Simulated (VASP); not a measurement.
Crystal: BN (Qingsongite).

```xyz
2
Lattice="0.0000 1.8075 1.8075 1.8075 0.0000 1.8075 1.8075 1.8075 0.0000" Properties=species:S:1:pos:R:3 pbc="T T T"
B     0.0000    0.0000    0.0000
N     0.9038    0.9038    0.9038
```

Program: VASP 6.6.1. Alike in all runs: task single point; no spin polarisation; cell as given; k mesh 8 × 8 × 8; cutoff (eV) 520; smearing gaussian 0.03 eV.

Order these runs on this cell by their pressure, lowest first.
A. level PBEsol; potentials or basis VASP PAW PBE potentials, release 64 (B, N); further INCAR settings ALGO = Fast; EDIFF = 1e-06; NBANDS = 11
B. level LDA; potentials or basis VASP PAW LDA potentials, release 64 (B, N); further INCAR settings ALGO = Fast; EDIFF = 1e-07; NBANDS = 11
C. level PBE; potentials or basis VASP PAW PBE potentials, release 64 (B, N); further INCAR settings ALGO = Normal; EDIFF = 1e-06

B (-10.1 GPa), A (-2.3 GPa), C (3.3 GPa).

Caveats: the PAW data sets were made with another functional, which shifts forces and pressure a little (some runs).

Not every run made on this cell is shown here.
